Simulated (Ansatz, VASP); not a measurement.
MgS: VASP beside Ansatz

```
CELL_PARAMETERS angstrom
0.00000 2.81411 2.81411
2.81411 0.00000 2.81411
2.81411 2.81411 0.00000
ATOMIC_POSITIONS crystal
S 0.25000 0.25000 0.25000
Mg 0.00000 0.00000 0.00000
```

The cell comes from a database or a generator and needn't be the stable form of this composition.

Alike in both runs: task single point; functional r2SCAN; k mesh 8 × 8 × 8; occupations fermi-dirac, width 0.05 eV; no spin polarisation.

|  | VASP | Ansatz |
| --- | --- | --- |
| version | VASP 6.6.1 | Ansatz 0.2.0 |
| potentials or method | VASP PAW PBE potentials, release 64 (S, Mg) | Ansatz PAW |
| plane-wave cutoff (eV) | 520 | 500 |
| valence electrons in the cell | 8 | 16 |

|  | VASP | Ansatz | Ansatz less VASP |
| --- | --- | --- | --- |
| gap on the k mesh at the Fermi level (eV) | 4.23 | 4.24 | +0.012 |
| least direct gap on the mesh (eV) | 4.23 | 4.24 | +0.012 |
| pressure (GPa) | 0.8 | 1.1 | +0.29 |

The two sets of potentials don't hold the same shells in valence.

Caveats: the PAW data sets were made with another functional, which shifts forces and pressure a little (VASP); the PAW data sets come from PBE, with cores solved anew for the run's functional, which leaves a small shift of forces and pressure (Ansatz). A k mesh can miss the band edges. r2SCAN opens gaps a little over a GGA but as a rule still falls short of measured ones.
